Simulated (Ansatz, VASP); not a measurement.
## Two plane-wave programs on Sr

```
Sr
1.0
    -2.37038    2.37038    2.37038
     2.37038   -2.37038    2.37038
     2.37038    2.37038   -2.37038
Sr
1
Direct
  0.00000 0.00000 0.00000
```

Alike in both runs: task single point; functional PBE; k mesh 6 × 6 × 6; occupations gaussian, width 0.05 eV; no spin polarisation.

|  | VASP | Ansatz |
| --- | --- | --- |
| version | VASP 6.6.1 | Ansatz 0.2.0 |
| potentials or method | VASP PAW PBE potentials, release 64 (Sr_sv) | scalar-relativistic, plane waves, PAW |
| plane-wave cutoff (eV) | 520 | 600 |
| valence electrons in the cell | 10 | 10 |

```tsv
	VASP	Ansatz	Ansatz less VASP
gap on the k mesh at the Fermi level (eV)	none	none	-
pressure (GPa)	0.0	0.0	-0.01
```

A gap of «none» marks a metal or a gap that the smearing closes. With one functional, cell and mesh, what is left measures potentials, basis and numerics.
